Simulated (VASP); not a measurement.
A run of VASP 6.6.1 is set up as follows.

Contents of INCAR:

```
PREC = Accurate ; ENCUT = 520
EDIFF = 1E-7 ; ISMEAR = -1
SIGMA = 0.05 ; LREAL = F
LASPH = T ; NELM = 100
ALGO = Normal ; ISIF = 2
LWAVE = F ; LCHARG = F
LDIPOL = T ; IDIPOL = 3
DIPOL = 0.5 0.5 0.500 ; GGA = PE
NBANDS = 46
```

KPOINTS

```
regular mesh
0
Gamma
  8 8 1
```

Contents of POSCAR:

```
InP
1.0
    4.1443528445      0.0000000000      0.0000000000
   -2.0721764223      3.5891148456      0.0000000000
    0.0000000000      0.0000000000     25.9975122651
P In
4 4
Direct
    0.0000000000      0.0000000000      0.2884891417
    0.3333333333      0.6666666667      0.4186496699
    0.6666666667      0.3333333333      0.5488101981
    0.0000000000      0.0000000000      0.6789707262
    0.3333333333      0.6666666667      0.3210292738
    0.6666666667      0.3333333333      0.4511898019
    0.0000000000      0.0000000000      0.5813503301
    0.3333333333      0.6666666667      0.7115108583
```

Potentials or basis: VASP PAW PBE potentials, release 64 (P, In_d).

Launch:

```bash
$ cat potpaw_PBE.64/P/POTCAR potpaw_PBE.64/In_d/POTCAR > POTCAR
$ mpirun -np 1 vasp_std > vasp.out
```

**Question.** Estimate the band gap on the k mesh.

**Answer.** None (metal or under the smearing width).

**Question.** Estimate the largest force.

**Answer.** 0.516 eV/Å.

Forces in eV/Å, atoms in the order of the input:
```
P    0.000  0.000 -0.160
P    0.000  0.000  0.511
P    0.000  0.000  0.358
P    0.000  0.000  0.490
In   0.000  0.000 -0.516
In   0.000  0.000 -0.403
In   0.000  0.000 -0.412
In   0.000  0.000  0.131
```
